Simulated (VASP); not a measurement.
Sn:

```
CELL_PARAMETERS angstrom
0.00000 6.46669 6.46669
6.46669 0.00000 6.46669
6.46669 6.46669 0.00000
ATOMIC_POSITIONS crystal
Sn 0.00000 0.00000 0.00000
Sn 0.00000 0.00000 0.50000
Sn 0.00000 0.50000 0.00000
Sn 0.00000 0.50000 0.50000
Sn 0.50000 0.00000 0.00000
Sn 0.50000 0.00000 0.50000
Sn 0.50000 0.50000 0.00000
Sn 0.50000 0.50000 0.50000
Sn 0.12500 0.12500 0.12500
Sn 0.12500 0.12500 0.62500
Sn 0.12500 0.62500 0.12500
Sn 0.12500 0.62500 0.62500
Sn 0.62500 0.12500 0.12500
Sn 0.62500 0.12500 0.62500
Sn 0.62500 0.62500 0.12500
Sn 0.62500 0.62500 0.62500
```

This isn't the form of Sn at room conditions, which is tetragonal (white tin).

```yaml
Program: VASP 6.6.1
Task: phonon dispersion
Functional: LDA
Potentials_or_basis: VASP PAW LDA potentials, release 64 (Sn_d)
Cutoff: 520 eV
k_mesh: 2 × 2 × 2
Occupations: gaussian, width 0.03 eV
Spin: no spin polarisation
Long-range_dipole_term: no
Supercell_matrix: "[2, 0, 0, 0, 2, 0, 0, 0, 2]"
Further_INCAR_settings: LREAL = Auto; ALGO = Normal; EDIFF = 1e-07; IBRION = 6; POTIM = 0.015; NSW = 1
```

Is this structure dynamically stable at this level, and how far does the spectrum reach?

Yes, as far as this q mesh shows: no mode on the path is imaginary. The highest frequency is 183 cm⁻¹.

Phonon frequencies at the corners of the path (cm⁻¹, interpolated; i marks imaginary ones):
```
point            frequencies
    Γ      0 0 0 162 162 162
    X  46 46 147 147 182 182
    W  64 64 141 141 183 183
    K  45 70 137 147 183 183
    L  33 33 128 154 183 183
    U  45 70 137 147 183 183
```

A q mesh this small can miss soft modes between its points.

Caveat: the k mesh is coarse (spacing up to 0.42 Å⁻¹), so the values aren't converged.
